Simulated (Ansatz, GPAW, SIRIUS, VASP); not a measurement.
# TiCo: 4 runs at one level of theory

```
Co Ti
1.0
     2.98611    0.00000    0.00000
     0.00000    2.98611    0.00000
     0.00000    0.00000    2.98611
Co Ti
1 1
Cartesian
  1.5095 1.4998 1.4829
  0.0143 -0.0255 -0.0108
```

The cell comes from a database or a generator and needn't be the stable form of this composition.

Atoms were shifted at random by some hundredths of an Å from the given cell, which wasn't relaxed again for these runs.

Alike in all runs: task single point; functional PBEsol; k mesh 9 × 9 × 9; occupations fermi-dirac, width 0.05 eV; collinear spin, ferromagnetic start; no spin-orbit coupling. Pressure is positive in compression and, in plane waves, holds the error of the finite cutoff.

```
                                        program and potentials  plane-wave cutoff (eV)                                                               notes  pressure (GPa)  net moment per atom (μB)  largest force (eV/Å)
                Ansatz, all-electron LAPW, scalar-relativistic                       -                                                                   -           -8.04                      0.37                 0.147
             GPAW, PAW data sets generated for this functional                     600                           10.5 valence electrons an atom on average           -8.42                      0.35                 0.150
                         VASP, PBE PAW files Co, Ti_sv, 520 eV                     520  potentials made for PBE; 10.5 valence electrons an atom on average           -8.60                      0.33                 0.143
SIRIUS, PseudoDojo 0.4.1 PBEsol standard (scalar relativistic)                    1307                           14.5 valence electrons an atom on average           -8.22                      0.34                 0.145
```

Force on atom 1 (Co), eV/Å:

| program and potentials | x | y | z |
| --- | --- | --- | --- |
| Ansatz, all-electron LAPW, scalar-relativistic | -0.010 | -0.147 | -0.003 |
| GPAW, PAW data sets generated for this functional | -0.010 | -0.149 | -0.003 |
| VASP, PBE PAW files Co, Ti_sv, 520 eV | -0.010 | -0.143 | -0.003 |
| SIRIUS, PseudoDojo 0.4.1 PBEsol standard (scalar relativistic) | -0.010 | -0.145 | -0.003 |

The pressure spans -8.60 (VASP, PBE PAW files Co, Ti_sv, 520 eV) to -8.04 GPa (Ansatz, all-electron LAPW, scalar-relativistic), with all-electron results at -8.04. The net moment per atom spans 0.33 (VASP, PBE PAW files Co, Ti_sv, 520 eV) to 0.37 μB (Ansatz, all-electron LAPW, scalar-relativistic), with all-electron results at 0.37. The state is the one that the start led to, which needn't be the lowest.

Differences between rows come from potentials, basis sets and numerical settings, since the functional is the same but for its coding. Runs on potential files found faulty are left out.
